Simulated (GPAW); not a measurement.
Set up this calculation in GPAW 26.7.0, as an ASE script.

```yaml
Task: single point
Functional: LDA
Potentials_or_basis: the program's PAW data sets (release 1.2.1) made for this functional
Cutoff: 600 eV
Basis: pw
k_mesh: 9 × 9 × 9
Occupations: fermi-dirac, width 0.05 eV
Spin: collinear spin, ferromagnetic start
Starting_moments: "[4.0, 0.0] μB"
Maxiter: 120
Convergence: default
```

The system is FeO (Wuestite).

```
Fe O
1.0
     0.00000    2.15540    2.15540
     2.15540    0.00000    2.15540
     2.15540    2.15540    0.00000
Fe O
1 1
Cartesian
  0.0000 0.0000 0.0000
  2.1554 2.1554 2.1554
```

The input as run:

run.py

```python
from ase import Atoms
from ase.dft.bandgap import bandgap
from ase.io import write
from ase.units import GPa
from gpaw import GPAW, PW

atoms = Atoms(['Fe', 'O'],
              cell=[[0.0, 2.1554, 2.1554],
                    [2.1554, 0.0, 2.1554],
                    [2.1554, 2.1554, 0.0]],
              scaled_positions=[[0.0, 0.0, 0.0],
                                [0.5, 0.5, 0.5]],
              pbc=True)
atoms.set_initial_magnetic_moments([4.0, 0.0])

calc = GPAW(mode=PW(600),
            xc='LDA',
            kpts={'size': (9, 9, 9), 'gamma': True},
            occupations={'name': 'fermi-dirac', 'width': 0.05},
            nbands=17,
            maxiter=120,
            txt='gpaw.txt')
atoms.calc = calc
energy = atoms.get_potential_energy()
forces = atoms.get_forces()
stress = atoms.get_stress()
calc.write('gs.gpw')
write('result.traj', atoms)
print(f'Energy: {energy:.6f} eV')
print('Forces (eV/A):')
print(forces.round(4))
print('Stress (GPa):', (stress / GPa).round(3))
print('Moments:', calc.get_magnetic_moments().round(3))
print('Fermi level:', round(calc.get_fermi_level(), 4), 'eV')
print(f'Gap: {bandgap(calc)[0]:.4f} eV, direct: {bandgap(calc, direct=True)[0]:.4f} eV')
```

Potentials or basis: the program's PAW data sets (release 1.2.1) made for this functional, pw.

The run is started by

```console
$ OMP_NUM_THREADS=1 python run.py
```

It gave:

```yaml
Pressure: -19.8 GPa
Band_gap_on_the_k_mesh: none (metal or under the smearing width)
Net_moment: 4.00 μB per cell
Site_moments: Fe +3.51; O +0.25 μB
```

Caveat: the cutoff is short for stress and forces, so pressures can be off by a GPa or more; so large a pressure means that the cell lies far from this level's equilibrium, or that cutoff or potentials fall short; a cell with one magnetic atom can't hold antiferromagnetic order, which such compounds often take; semilocal functionals often make such compounds metallic where correlation or magnetic order opens a gap, which also shifts bond lengths.

It took 22 s on 1 thread of Arm Neoverse V1, on a shared host, peak memory 0.14 GiB.
